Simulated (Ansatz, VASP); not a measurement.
## Cross-check of GeSb2Te4 between VASP and Ansatz

One calculation is typed for both programs; each brings its own data sets. How far apart do they land? The cell is taken from a series of runs on this material, whose earlier steps may have relaxed, scaled, displaced or heated it; both programs get it as it stands.

Calculated with Ansatz 0.2.0; plane waves, with VASP 6.6.1 beside it; single point at HSE06.

### Step 1. The structure

The structure is trigonal, space group R3m (No. 160). Conventional cell: a = 4.288 Å, b = 4.288 Å, c = 41.691 Å, α = 90.00°, β = 90.00°, γ = 120.00°. Ge has 6 Te at 2.85 to 3.28 Å nearest. Sb has 6 Te at 3.01 to 3.21 Å nearest. Nearest to Sb lie 6 Te at 3.03 to 3.16 Å. Nearest to Te lie 3 Ge at 2.85 Å. Te has 3 Sb at 3.01 Å nearest. Te has 6 Sb at 3.16 to 3.21 Å nearest. Farther neighbours and most contacts between anions are not listed.

### Step 2. Ansatz: single point, HSE06

Ansatz runs on its PAW soft_1 files.

A single point gives forces, pressure and levels at one fixed geometry, so differences don't come from the geometry; what else differs is listed under the comparison.

input.yaml reads:

```yaml
crystal:
  lattice:
    - [2.1439564303, 1.2378138222, 13.8970814052]
    - [-2.1439564303, 1.2378138222, 13.8970814052]
    - [0.0, -2.4756276443, 13.8970814052]
  atoms:
    - { symbol: Ge, position: [0.5707270915, 0.5707270915, 0.5707270915] }
    - { symbol: Sb, position: [0.4268692356, 0.4268692356, 0.4268692356] }
    - { symbol: Sb, position: [0.9973515323, 0.9973515323, 0.9973515323] }
    - { symbol: Te, position: [0.8702507872, 0.8702507872, 0.8702507872] }
    - { symbol: Te, position: [0.1345721226, 0.1345721226, 0.1345721226] }
    - { symbol: Te, position: [0.7112882538, 0.7112882538, 0.7112882538] }
    - { symbol: Te, position: [0.2889399772, 0.2889399772, 0.2889399772] }
kpoints:
  mp_grid: { grid: [4, 4, 4] }
  band_path:
    path:
      - [0.0, 0.0, 0.0]
      - [0.5, 0.5, 0.5]
      - [0.82799106, 0.17200894, 0.5]
      - [0.5, -0.17200894, 0.17200894]
      - [0.5, 0.0, 0.0]
      - [0.33600447, -0.33600447, 0.0]
      - [0.66399553, 0.0, 0.33600447]
      - [0.5, 0.0, 0.5]
      - [0.1, 0.0, 0.0]
      - [0.532799106, 0.467200894, 0.5]
      - [0.033600447, -0.033600447, 0.0]
    npoints: 1
hamiltonian:
  xc: hse06
  pseudopotentials: { kind: paw, azcp: { folder: soft_1 } }
scf:
  occupations: { method: fixed }
  n_extra_bands: 6
output:
  eigenvalues: true
```

On the command line:

```console
> ansatz run input.yaml --threads 2 --pin off --max-ram 92160MiB --backend cuda --events-out ev --progress --plain --runs-dir out --devices 1 --max-vram 13GiB
```

Numbers of over 12 decimals in the logs are rounded to 6 here.

Log:

```text
basis.fft_grid_basis auto: the FFT boxes are laid along the combinations [[1, 0, -1], [0, 1, -1], [0, 0, 1]] of the cell's own vectors, 4.288, 4.288 and 14.116 Å long. The dense box has 30×30×96 points. Along the cell's own vectors, as sized, it would have 96×96×96, 10.24 times as many. Of the 6 symmetry operations that the crystal satisfies within crystal.symmetry.tolerance (time reversal apart; of a slab, those tha [...]
scf.n_extra_bands = 6 over 54 filled bands (N_el = 108.0): the run solves 60 bands
GPUs: using 1 of 1 available (devices: 1).
Engine: ansatz 0.2.0, x86_64-unknown-linux-gnu
Pseudopotentials: kind: paw
Pseudopotential: Ge, paw, valence charge 14, recommended cutoff 420 eV (normal), soft_1/Ge.paw.azcp
Pseudopotential: Sb, paw, valence charge 15, recommended cutoff 420 eV (normal), soft_1/Sb.paw.azcp
Pseudopotential: Te, paw, valence charge 16, recommended cutoff 420 eV (normal), soft_1/Te.paw.azcp
Functional definition: HSE06
  parameter a = 0.25
  parameter omega = 0.11/bohr
  exchange = pbe_x - a*pbe_x_sr(omega) + a*exact_x_sr(omega)
  correlation = pbe_c
davidson cushion auto → on  (no smearing: the cushion is to keep the highest requested band from converging to the state above it; pin scf.eigensolver.cushion to override)
device memory: the entry about to start is reckoned to put 2.8 GiB on a device that reports 41.3 GiB free (of which the cap on the GPU budget leaves the run 13.0 GiB)
GPU FFT provider: cuFFT
GPU libraries: cuBLAS 13.8.2, cuFFT 12.4.0, cuSOLVER 12.3.4
Crystal: 7 atoms, lattice volume = 221.282 Å³
Basis set: ecut = 420 eV, 4301 PW (Γ), FFT grids on a1−a3, a2−a3, a3
Bands: 60, of which v1, the nominal top of the filled ones, is band 54 counted from 1 (53 counted from 0)
Symmetry: 6 space group operations
Space group: R3m (ITA 160), of the structure as read, at distance tolerance 6.0e-5 Å
k-points: 13 of 64 (time reversal used)
Non-local potential: Ge, projectors of the file, l = 0: 2, l = 1: 2, l = 2: 3, l = 3: 1
Non-local potential: Sb, projectors of the file, l = 0: 2, l = 1: 2, l = 2: 2, l = 3: 1
Non-local potential: Te, projectors of the file, l = 0: 2, l = 1: 2, l = 2: 2, l = 3: 1
PAW form: soft (Blöchl's): semilocal exchange-correlation on the pseudo side does not see the compensation charge
PAW frozen core: Ge, regenerated for the run's functional, and the local potential with it (the file was generated under x = pbe(κ = 0.804, μ = 0.219515), c = pbe(β = 0.066725))
PAW frozen core: Sb, regenerated for the run's functional, and the local potential with it (the file was generated under x = pbe(κ = 0.804, μ = 0.219515), c = pbe(β = 0.066725))
PAW frozen core: Te, regenerated for the run's functional, and the local potential with it (the file was generated under x = pbe(κ = 0.804, μ = 0.219515), c = pbe(β = 0.066725))
PAW one-centre angular grid: Ge, 590 points (default); XC on 64 Gauss nodes
PAW one-centre angular grid: Sb, 590 points (default); XC on 64 Gauss nodes
PAW one-centre angular grid: Te, 590 points (default); XC on 64 Gauss nodes
Initial density: superposition of atomic densities (chi_scale 0.1, normalization cell, long waves kept (reshape's long-wave potential 0.10 eV rms))
Initial wavefunctions: pseudopotential atomic-orbital guess
GPU buffer pool allocated for 86400 grid points (all kernels)
GPU transforms: local potential and band sums: pruned to the plane-wave sphere, on 30×30×96
Functional: x = pbe(κ = 0.804, μ = 0.219515), c = pbe(β = 0.066725), warm-up for x = pbe(κ = 0.804, μ = 0.219515) + 0.25 (exact − pbe) at short range (hse, ω = 0.207870 Å⁻¹), c = pbe(β = 0.066725); HSE06 as pw.x's `hse` composes it (authors' and Libxc's form: `xc: wpbeh`)
SCF iter   1: F=—  HF=-45185.102790 eV  |F-HF|=—  |Δ(HF+E_count)|=         —  Δρ=1.48e-2  dr2=1.88e0  ethr=1.00e-1  ⟨swp⟩=4.3  Hψ=2047  notcnv=0
preconditioner: auto → none  [insulator: Δε(μ)=0.416 eV  Ē_g=7.261 eV  n_scr=58 (ndim 8)  ℏωp=15.4 eV  f_vac=0.008]
SCF iter   2: F=—  HF=-45188.072381 eV  |F-HF|=—  |Δ(HF+E_count)|=    2.97e0  Δρ=2.99e-2  dr2=5.27e1  ethr=1.74e-3  ⟨swp⟩=6.3  Hψ=2317  notcnv=0  defer=4
SCF iter   3: F=—  HF=-45185.437296 eV  |F-HF|=—  |Δ(HF+E_count)|=    2.64e0  Δρ=1.04e-2  dr2=3.73e0  ethr=1.74e-3  ⟨swp⟩=4.3  Hψ=2013  notcnv=0
SCF iter   4: F=—  HF=-45185.186862 eV  |F-HF|=—  |Δ(HF+E_count)|=   2.50e-1  Δρ=5.92e-3  dr2=2.59e-1  ethr=1.74e-3  ⟨swp⟩=2.9  Hψ=1753  notcnv=0
iter 5 solved again at ethr=1.68e-5 eV; its pass at ethr=2.40e-4 eV (dr2=1.82e-2 eV) is discarded
[...]
SCF iter   8: F=—  HF=-45185.158625 eV  |F-HF|=—  |Δ(HF+E_count)|=   3.99e-3  Δρ=2.88e-4  dr2=1.54e-4  ethr=3.61e-6  ⟨swp⟩=4.0  Hψ=1880  notcnv=0
SCF iter   9: F=—  HF=-45185.158641 eV  |F-HF|=—  |Δ(HF+E_count)|=   1.60e-5  Δρ=1.37e-4  dr2=5.19e-5  ethr=1.43e-7  ⟨swp⟩=3.5  Hψ=2094  notcnv=0
SCF iter  10: F=-45185.158638 eV  HF=-45185.158639 eV  |F-HF|=3.39e-7  |Δ(HF+E_count)|=   2.36e-6  Δρ=5.75e-5  dr2=3.80e-6  ethr=4.80e-8  ⟨swp⟩=2.5  Hψ=1722  notcnv=0
SCF 1 stopped early in 10 iterations: F = -45185.158638 eV  dr2 = 3.80e-6
  greatest PAW one-centre occupation: 0.998 electrons in one spin orbital (limit 2), on the Ge atom at site 0 (counted from 0), in its partial waves of l = 2
device memory: the entry about to start is reckoned to put 3.7 GiB (of the 3.7 GiB reckoned in all, the device holds 0.1 GiB already) on a device that reports 52.6 GiB free (of which the cap on the GPU budget leaves the run 12.9 GiB)
GPU FFT provider: cuFFT
GPU libraries: cuBLAS 13.8.2, cuFFT 12.4.0, cuSOLVER 12.3.4
Initial density: handed on by an earlier stage of this run
Initial wavefunctions: those handed on with the density
GPU buffer pool allocated for 86400 grid points (all kernels)
GPU transforms: local potential and band sums: pruned to the plane-wave sphere, on 30×30×96
Functional: x = pbe(κ = 0.804, μ = 0.219515) + 0.25 (exact − pbe) at short range (hse, ω = 0.207870 Å⁻¹), c = pbe(β = 0.066725); HSE06 as pw.x's `hse` composes it (authors' and Libxc's form: `xc: wpbeh`)
Exchange kernel: α = 0.2500, screened, ω = 0.2079 Å⁻¹, Wigner–Seitz truncation, v(0) = 1040.4956 eV·Å³, q-mesh 4×4×4, nearest image of the exchange supercell L = 17.15 Å, pair-density grid 25×25×96, without the augmentation charges, whose exchange is taken in its separable form by FFT convolution over the k-point mesh (the finest that the files' search goes to), smooth part of the exact exchange by density-matrix convolution in up to 8.38 GiB of GPU memory as planned if the GPU has room (build and FFT work areas not counted)
Frozen-core exchange: fock
SCF iter   1: F=—  HF=-45211.826773 eV  |F-HF|=—  |Δ(HF+E_count)|=         —  Δρ=4.54e-3  dr2=8.97e-2  ethr=3.52e-8  ⟨swp⟩=10.0  Hψ=4782  notcnv=0
preconditioner: auto → none  [insulator: Δε(μ)=0.478 eV  Ē_g=8.205 eV  n_scr=58 (ndim 8)  ℏωp=15.4 eV  f_vac=0.015]
SCF iter   2: F=—  HF=-45211.846848 eV  |F-HF|=—  |Δ(HF+E_count)|=   2.01e-2  Δρ=3.39e-3  dr2=5.16e-1  ethr=3.52e-8  ⟨swp⟩=7.8  Hψ=4245  notcnv=0  recentre
[...]
SCF iter   5: F=—  HF=-45211.823844 eV  |F-HF|=—  |Δ(HF+E_count)|=   2.24e-2  Δρ=8.32e-4  dr2=1.63e-3  ethr=3.52e-8  ⟨swp⟩=6.1  Hψ=3638  notcnv=0
SCF iter   6: F=—  HF=-45211.823461 eV  |F-HF|=—  |Δ(HF+E_count)|=   3.83e-4  Δρ=1.86e-4  dr2=2.49e-4  ethr=3.52e-8  ⟨swp⟩=4.8  Hψ=2694  notcnv=0
SCF iter   7: F=—  HF=-45211.824201 eV  |F-HF|=—  |Δ(HF+E_count)|=   7.40e-4  Δρ=1.95e-4  dr2=1.70e-4  ethr=3.52e-8  ⟨swp⟩=4.8  Hψ=2681  notcnv=0
SCF iter   8: F=-45211.824160 eV  HF=-45211.824170 eV  |F-HF|=1.07e-5  |Δ(HF+E_count)|=   3.03e-5  Δρ=5.27e-5  dr2=2.39e-5  ethr=3.52e-8  ⟨swp⟩=4.0  Hψ=2103  notcnv=0
SCF 2 stopped early in 8 iterations: F = -45211.824160 eV  dr2 = 2.39e-5
hybrid outer 1: dexx = +2.615e-2 eV, tail = 2.00e-4 eV
GPU FFT provider: cuFFT
GPU libraries: cuBLAS 13.8.2, cuFFT 12.4.0, cuSOLVER 12.3.4
GPU buffer pool allocated for 86400 grid points (all kernels)
GPU transforms: local potential and band sums: pruned to the plane-wave sphere, on 30×30×96
Exchange kernel: α = 0.2500, screened, ω = 0.2079 Å⁻¹, Wigner–Seitz truncation, v(0) = 1040.4956 eV·Å³, q-mesh 4×4×4, nearest image of the exchange supercell L = 17.15 Å, pair-density grid 25×25×96, without the augmentation charges, whose exchange is taken in its separable form by FFT convolution over the k-point mesh (the finest that the files' search goes to), smooth part of the exact exchange by density-matrix convolution in up to 8.38 GiB of GPU memory as planned if the GPU has room (build and FFT work areas not counted)
Frozen-core exchange: fock
SCF iter   1: F=—  HF=-45211.823254 eV  |F-HF|=—  |Δ(HF+E_count)|=         —  Δρ=5.02e-5  dr2=9.65e-6  ethr=9.24e-7  ⟨swp⟩=3.0  Hψ=1782  notcnv=0
preconditioner: auto → none  [insulator: Δε(μ)=0.438 eV  Ē_g=8.197 eV  n_scr=58 (ndim 8)  ℏωp=15.4 eV  f_vac=0.015]
SCF iter   2: F=—  HF=-45211.823256 eV  |F-HF|=—  |Δ(HF+E_count)|=   1.80e-6  Δρ=2.37e-5  dr2=2.07e-6  ethr=8.25e-9  ⟨swp⟩=4.0  Hψ=2505  notcnv=0
SCF iter   3: F=—  HF=-45211.823259 eV  |F-HF|=—  |Δ(HF+E_count)|=   3.66e-6  Δρ=1.83e-5  dr2=8.41e-6  ethr=1.25e-9  ⟨swp⟩=5.0  Hψ=2194  notcnv=0  defer=2
SCF iter   4: F=—  HF=-45211.823264 eV  |F-HF|=—  |Δ(HF+E_count)|=   4.87e-6  Δρ=3.44e-5  dr2=6.03e-5  ethr=1.25e-9  ⟨swp⟩=4.9  Hψ=2394  notcnv=0  recentre
iter 5 solved again at ethr=3.53e-11 eV; its pass at ethr=1.25e-9 eV (dr2=3.81e-8 eV) is discarded
SCF iter   5: F=-45211.823259 eV  HF=-45211.823259 eV  |F-HF|=2.99e-8  |Δ(HF+E_count)|=   5.70e-6  Δρ=5.31e-6  dr2=7.04e-8  ethr=3.53e-11  ⟨swp⟩=4.0  Hψ=4279  notcnv=0
SCF 3 converged in 5 iterations: F = -45211.823259 eV  dr2 = 7.04e-8
hybrid outer 2: dexx = +3.770e-6 eV, tail = 2.60e-7 eV, Δε = 5.15e-3 eV (about 2.88e-4 eV left of the loop's levels)
device memory: the entry about to start is reckoned to put 1.5 GiB on a device that reports 56.9 GiB free (of which the cap on the GPU budget leaves the run 13.0 GiB)
NSCF: frozen V_eff on 11 k-points
hybrid SCF converged: 2 outer / 13 inner (+10 warm-up), last move |dexx| = 3.77e-6 eV, tail = 2.60e-7 eV
Stability not checked: this state was not tested for a lower state beside it, because the functional holds exact exchange (a hybrid, or Hartree-Fock), whose exchange loop this test does not read (fock_operator; see scf.lower_state_search)
Free energy (F): -45211.823259 eV
Frozen-core exchange: fock
Harris-Foulkes:  -45211.823259 eV  (|F-HF|=2.99e-8)
Internal energy: -45211.823259 eV  (E = F + TS)
E sigma→0 (E₀):  -45211.823259 eV
Fermi energy:    8.934620 eV
--- Per-component energies (eV) ---
  E_band       = -1789.262321
  E_kinetic    = 1094.865172
  E_local      = -12071.847937  (includes V_loc(G=0)·N_el)
  E_nonlocal   = 1238.882046
  E_hartree    = 5700.162174
  E_xc         = -612.377869
  E_vxc        = -526.087584  (∫ρ·V_xc dr)
  E_exx        = -315.000385  (= α·E_x^exact, valence–valence)
  E_paw        = -29629.233509  (= ΣΔE_a)
  E_vpaw       = -2295.400612  (= ΣTr[D̂ρ^β])
  E_aug_tail   = 0.000654  (compensation charges beyond the density's cutoff)
  E_ewald      = -10616.236076
  E_core_change = -1.037528  (= ΣΔE_core)
  E_smearing   = -0.000000  (= −TS)
  E_closure    = -0.000000  (closes the sum)
  Σ components = -45211.823259   (vs F -45211.823259, Δ=0.00e0)
--- Band table (eV; the first three rows and the last of 13) ---
  k-point 0: bands = [... 50 lower, 7.2552, 7.2552, 7.9034, 8.7925, 9.4820, 9.4820, 9.5113, 10.3943, ... 2 higher]
  k-point 1: bands = [... 50 lower, 6.8719, 7.2446, 7.8705, 8.1843, 9.9987, 10.0206, 10.4633, 11.1062, ... 2 higher]
  k-point 2: bands = [... 50 lower, 6.7736, 6.9279, 7.2771, 7.6505, 9.7191, 10.0082, 10.2278, 11.0489, ... 2 higher]
  k-point 12: bands = [... 50 lower, 7.3666, 7.3666, 7.5687, 8.9346, 9.3717, 9.3717, 9.4064, 10.5995, ... 2 higher]
```

In the SCF lines HF is the Harris–Foulkes energy and dr2 the Hartree energy of the density residual, in eV; the loop may stop once dr2 is under the threshold and the program's other checks hold. Hψ counts applications of the Hamiltonian.

(Continued in part 2 of 2.)

[Lines on the potential files, build, host, timing and source positions are cut from VASP's logs without a mark.]

[Logs are printed without paths, hosts, clocks, repeated set-up lines and the standing remarks that a program may print on its own settings, such as how far it seeks lower states.]

[Hosts, paths, dates, database ids (printed as entryN), source tags and the programs' standing remarks are cut or masked in the printed files.]
